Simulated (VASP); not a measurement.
# Sb (Im-3m) in VASP: notebook, part 2 of 2

VASP 6.6.1. The steps go on from the part before.

**3. Single point, LDA (functional LDA, strained and moved within the space group)**

Input file INCAR:

```
SYSTEM = Sb
PREC     = Accurate       ! precision mode
ENCUT    = 520            ! plane-wave cutoff, eV
EDIFF    = 1E-7           ! SCF threshold, eV
ISMEAR   = 0              ! smearing method
SIGMA    = 0.1            ! smearing width, eV
LREAL    = .False.        ! projectors in reciprocal space
LASPH    = .True.         ! aspherical terms in the spheres
NELM     = 100            ! most SCF steps
ALGO     = Normal         ! electronic algorithm
ISIF     = 2              ! what is computed and relaxed
LWAVE    = .False.        ! write WAVECAR
LCHARG   = .False.        ! write CHGCAR
NBANDS   = 8              ! bands
```

Input file KPOINTS:

```
regular mesh
0
Gamma
  16 16 16
  0 0 0
```

Input file POSCAR:

```
Sb
1.0
   -1.8671865095      1.8671865095      1.8671865095
    1.8671865095     -1.8671865095      1.8671865095
    1.8671865095      1.8671865095     -1.8671865095
Sb
1
Direct
    0.0000000000      0.0000000000      0.0000000000
```

Potentials or basis: VASP PAW LDA potentials, release 64 (Sb).

On the command line:

```sh
$ cat potpaw_LDA.64/Sb/POTCAR > POTCAR
$ mpirun -np 1 vasp_std > vasp.out
```

OUTCAR:

```text
SYSTEM = Sb
   PREC = Accurate
   ENCUT = 520
   EDIFF = 1E-7
   ISMEAR = 0
   LREAL = .False.
   LASPH = .True.
   NELM = 100
   ISIF = 2

 ion  position               nearest neighbor table
   1  0.000  0.000  0.000-

  LATTYP: Found a body centered cubic cell.
 ALAT       =     3.7343730190

  Lattice vectors:

 A1 = (  -1.8671865095,   1.8671865095,   1.8671865095)
 A2 = (   1.8671865095,  -1.8671865095,   1.8671865095)
 A3 = (   1.8671865095,   1.8671865095,  -1.8671865095)

Analysis of symmetry for initial positions (statically):
=====================================================================
 Subroutine PRICEL returns:
 Original cell was already a primitive cell.

 Routine SETGRP: Setting up the symmetry group for a
 body centered cubic supercell.

 Subroutine GETGRP returns: Found 48 space group operations
 (whereof 48 operations were pure point group operations)
 out of a pool of 48 trial point group operations.

The static configuration has the point symmetry O_h .

Analysis of symmetry for dynamics (positions and initial velocities):
=====================================================================
 Subroutine PRICEL returns:
 Original cell was already a primitive cell.

 Routine SETGRP: Setting up the symmetry group for a
 body centered cubic supercell.

 Subroutine GETGRP returns: Found 48 space group operations
 (whereof 48 operations were pure point group operations)
 out of a pool of 48 trial point group operations.

The dynamic configuration has the point symmetry O_h .

 Subroutine INISYM returns: Found 48 space group operations
 (whereof 48 operations are pure point group operations),
 and found     1 'primitive' translations

----------------------------------------------------------------------------------------

                                     Primitive cell

  volume of cell :      26.0389

  direct lattice vectors                    reciprocal lattice vectors
    -1.867186509  1.867186509  1.867186509     0.000000000  0.267782569  0.267782569
     1.867186509 -1.867186509  1.867186509     0.267782569  0.000000000  0.267782569
     1.867186509  1.867186509 -1.867186509     0.267782569  0.267782569  0.000000000

  length of vectors
     3.234061902  3.234061902  3.234061902     0.378701741  0.378701741  0.378701741

  position of ions in fractional coordinates (direct lattice)
     0.000000000  0.000000000  0.000000000

  ion indices of the primitive-cell ions
   primitive index   ion index
                 1           1

----------------------------------------------------------------------------------------

 KPOINTS: regular mesh

Automatic generation of k-mesh.
 Grid dimensions read from file:
 generate k-points for:   16   16   16

 Generating k-lattice:

  Cartesian coordinates                     Fractional coordinates (reciprocal lattice)
     0.000000000  0.016736411  0.016736411     0.062500000  0.000000000  0.000000000
     0.016736411  0.000000000  0.016736411     0.000000000  0.062500000  0.000000000
     0.016736411  0.016736411  0.000000000     0.000000000  0.000000000  0.062500000

  Length of vectors
     0.023668859  0.023668859  0.023668859

  Shift w.r.t. Gamma in fractional coordinates (k-lattice)
     0.000000000  0.000000000  0.000000000

 Subroutine IBZKPT returns following result:
 ===========================================

 Found    145 irreducible k-points:

 Following reciprocal coordinates:
            Coordinates               Weight
  0.000000  0.000000  0.000000      1.000000
  0.062500  0.000000  0.000000     12.000000
  0.125000  0.000000  0.000000     12.000000
  0.187500  0.000000  0.000000     12.000000
  0.250000  0.000000  0.000000     12.000000
  0.312500  0.000000  0.000000     12.000000
[... 16 lines left out ...]
  0.187500  0.187500  0.000000     24.000000
  0.250000  0.187500  0.000000     48.000000
 [... further k-points ...]
   k-points           NKPTS =    145   k-points in BZ     NKDIM =    145   number of bands    NBANDS=      8
   number of dos      NEDOS =    301   number of ions     NIONS =      1
   total plane-waves  NPLWV =  13824
   dimension x,y,z NGX =    24 NGY =   24 NGZ =   24
   dimension x,y,z NGXF=    48 NGYF=   48 NGZF=   48
   ions per type =               1
   NGX,Y,Z   is equivalent  to a cutoff of  12.34, 12.34, 12.34 a.u.
   NGXF,Y,Z  is equivalent  to a cutoff of  24.67, 24.67, 24.67 a.u.
 SYSTEM =  Sb
   PREC   = accura    normal or accurate (medium, high low for compatibility)
   ISTART =      0    job   : 0-new  1-cont  2-samecut
   ICHARG =      2    charge: 1-file 2-atom 10-const
   ISPIN  =      1    spin polarized calculation?
   LNONCOLLINEAR =      F non collinear calculations
   LSORBIT =      F    spin-orbit coupling
   LASPH  =      T    aspherical Exc in radial PAW
   ENCUT  =  520.0 eV  38.22 Ry    6.18 a.u.   6.01  6.01  6.01*2*pi/ulx,y,z
   NELM   =    100;   NELMIN=  2; NELMDL= -5     # of ELM steps
   EDIFF  = 0.1E-06   stopping-criterion for ELM
   LREAL  =      F    real-space projection
   EDIFFG = 0.1E-05   stopping-criterion for IOM
   NSW    =      0    number of steps for IOM
   IBRION =     -1    ionic relax: 0-MD 1-quasi-New 2-CG
   NFREE  =      0    steps in history (QN), initial steepest desc. (CG)
   ISIF   =      2    stress and relaxation
   ISYM   =      2    0-nonsym 1-usesym 2-fastsym
   POTIM  = 0.5000    time-step for ionic-motion
   TEBEG  =    0.0;   TEEND  =   0.0 temperature during run
   PSTRESS=    0.0 pullay stress
   NELECT =       5.0000    total number of electrons
   NUPDOWN=      -1.0000    fix difference up-down
   EMIN   =  10.00;   EMAX   =-10.00  energy-range for DOS
   EFERMI =   0.00;   METHOD = LEGACY
   ISMEAR =     0;   SIGMA  =   0.10  broadening in eV -4-tet -1-fermi 0-gaus
   EFERMI_NEDOS =   21; number of points for ismear=-14 and -15
   IALGO  =     38    algorithm
   IMIX   =      4    mixing-type and parameters
     AMIX     =   0.40;   BMIX     =  1.00
     AMIX_MAG =   1.60;   BMIX_MAG =  1.00
  volume/ion in A,a.u.               =      26.04       175.72
  Fermi-wavevector in a.u.,A,eV,Ry     =   0.944475  1.784799 12.136846  0.892033
  Thomas-Fermi vector in A             =   2.072283
   LORBIT       =      0    0 simple, 1 ext, 2 COOP (PROOUT), +10 PAW based schemes
   GGA     = CA    functional components
   LHFCALC =     F    Hartree Fock is set to
   AEXX    =    0.0000 exact exchange contribution
   IVDW    =     0    specifies the selected vdW correction
   LEPSILON=     F    determine dielectric tensor
   LRPA    =     F    only Hartree local field effects (RPA)
 non-spin polarized calculation
 Gauss-broadening in eV      SIGMA  =   0.10
  energy-cutoff  :      520.00
  volume of cell :       26.04
 maximum number of plane-waves:       718
   NGX = 13   NGY = 13   NGZ = 13

 number of electron       4.9999999 magnetization

 Free energy of the ion-electron system (eV)
  ---------------------------------------------------
  ext. energy  EPLUGINS =         0.00000000
  ---------------------------------------------------
  free energy    TOTEN  =        -4.62390662 eV

  energy without entropy =       -4.62031869  energy(sigma->0) =       -4.62211265

 E-fermi :   8.7169     XC(G=0): -10.5151

 val. band max:        8.7071964741   @ k =   0.1875   0.1875   0.0625
 cond. band min:       8.7635605438   @ k =   0.1250   0.1250   0.0625
 fundamental gap:      0.0563640698
 Fermi energy:         8.7168730564

 k-point     1 :       0.0000    0.0000    0.0000
  band No.  band energies     occupation
      1      -4.3437      2.00000
      2      14.4322      0.00000
      3      14.4322      0.00000
      4      14.4322      0.00000
      5      19.1996      0.00000
      6      19.1996      0.00000
      7      19.1996      0.00000
      8      20.6778      0.00000
[... 243 lines left out ...]
 k-point    24 :       0.2500    0.1875    0.0000
  band No.  band energies     occupation
      1      -1.3499      2.00000
      2       5.9540      2.00000
      3       8.4088      1.99999
      4      11.8510      0.00000
      5      16.9627      0.00000
      6      18.3252      0.00000
      7      20.6885      0.00000
      8      22.4882      0.00000

 [... further k-points ...]

------------------------ aborting loop because EDIFF is reached ----------------------------------------

  FORCE on cell =-STRESS in cart. coord.  units (eV):
  Direction    XX          YY          ZZ          XY          YZ          ZX
  --------------------------------------------------------------------------------------
  -------------------------------------------------------------------------------------
  Total       -0.2209126     -0.2209126     -0.2209126     -0.0000000      0.0000000     -0.0000000
  in kB      -13.5927693    -13.5927693    -13.5927693     -0.0000000      0.0000000     -0.0000000
  external PRESSURE =     -13.5927693 kB  Pullay stress =       0.0000000 kB

 VOLUME and BASIS-vectors are now :
 -----------------------------------------------------------------------------
  energy-cutoff  :      520.00
  volume of cell :       26.04
      direct lattice vectors                 reciprocal lattice vectors
    -1.867186509  1.867186509  1.867186509     0.000000000  0.267782569  0.267782569
     1.867186509 -1.867186509  1.867186509     0.267782569  0.000000000  0.267782569
     1.867186509  1.867186509 -1.867186509     0.267782569  0.267782569  0.000000000

 POSITION                                       TOTAL-FORCE (eV/Angst)
 -----------------------------------------------------------------------------------
      0.00000      0.00000      0.00000         0.000000      0.000000      0.000000
 -----------------------------------------------------------------------------------
    total drift:                                0.000000     -0.000000      0.000000

  FREE ENERGIE OF THE ION-ELECTRON SYSTEM (eV)
  ---------------------------------------------------
  free  energy   TOTEN  =        -4.6239066200 eV

  energy  without entropy=       -4.6203186884  energy(sigma->0) =       -4.62211265
```

It took 11 s on 1 thread of Intel Xeon Platinum 8259CL at 2.50GHz (Skylake/Cascade Lake), shared host; peak memory 0.14 GiB.

What came out:

```yaml
Free_energy: -4.6239 eV
Pressure: -1.4 GPa
Band_gap_on_the_k_mesh: none (metal or under the smearing width)
```

**4. Single point, PBE (strained and moved within the space group)**

Input file INCAR:

```
SYSTEM = Sb
PREC = Accurate ; ENCUT = 520
EDIFF = 1E-6 ; ISMEAR = 0
SIGMA = 0.1 ; LREAL = .FALSE.
LASPH = .TRUE. ; NELM = 100
ALGO = Fast ; ISIF = 2
LWAVE = .FALSE. ; LCHARG = .FALSE.
GGA = PE ; NBANDS = 8
```

Input file KPOINTS:

```
Automatic mesh
0
G
  16 16 16
  0 0 0
```

Input file POSCAR:

```
Sb
1.0
   -1.8180638113      1.8180638113      1.8180638113
    1.8180638113     -1.8180638113      1.8180638113
    1.8180638113      1.8180638113     -1.8180638113
Sb
1
Direct
    0.0000000000      0.0000000000      0.0000000000
```

Potentials or basis: VASP PAW PBE potentials, release 64 (Sb).

On the command line:

```sh
$ cat potpaw_PBE.64/Sb/POTCAR > POTCAR
$ mpirun -np 1 vasp_std > vasp.out
```

Wall time 13 s (1 thread of Intel Xeon Platinum 8259CL at 2.50GHz (Skylake/Cascade Lake), shared host); peak memory 0.15 GiB.

It converged, with:

- Free energy: -3.8238 eV
- Pressure: 9.7 GPa
- Band gap on the k mesh: none (metal or under the smearing width)

Levels at points of the mesh, in eV from the Fermi level:
| k point | band 1 | band 2 | band 3 | band 4 | band 5 | band 6 | band 7 | band 8 |
| --- | --- | --- | --- | --- | --- | --- | --- | --- |
| (0.00, 0.00, 0.00) | -13.76 | 6.47 | 6.47 | 6.47 | 11.03 | 11.03 | 11.03 | 11.91 |
| (0.50, 0.00, 0.00) | -8.99 | -6.30 | 1.99 | 4.14 | 6.88 | 7.10 | 14.59 | 15.89 |
| (0.50, 0.50, 0.50) | -4.99 | -2.23 | -2.23 | -2.23 | 2.75 | 2.75 | 18.24 | 18.25 |

The run has no spin-orbit coupling, so splittings on Sb are missing.
